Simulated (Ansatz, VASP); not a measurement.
## One calculation of ZnSe, two programs

```
Zn Se
1.0
     2.72808    2.72808    0.00000
    -2.72808    2.72808    0.00000
     0.00000    2.72808    2.84971
Zn Se
1 1
Direct
  0.00000 0.00000 0.00000
  0.75000 0.25000 0.50000
```

Change from the starting cell: film at in-plane strain -0.02.

Alike in both runs: task single point; functional LDA; k mesh 8 × 8 × 8; no spin polarisation.

```csv
,VASP,Ansatz
version,VASP 6.6.1,Ansatz 0.2.0
potentials or method,"VASP PAW LDA potentials, release 64 (Zn, Se), cutoff 520 eV","all-electron LAPW, scalar-relativistic"
occupations,"gaussian, width 0.01 eV",fixed
```

VASP gave:

```
gap on the k mesh at the Fermi level (eV)       : 1.29
pressure (GPa)                                  : 1.6
largest component of the traceless stress (GPa) : 1.20
```

Task: What did Ansatz give for the same quantities?

Result: gap on the k mesh at the Fermi level (eV): 1.25; pressure (GPa): 1.2; largest component of the traceless stress (GPa): 1.21.

Ansatz ran all-electron here, so the differences hold the error of VASP's frozen core and of both bases.
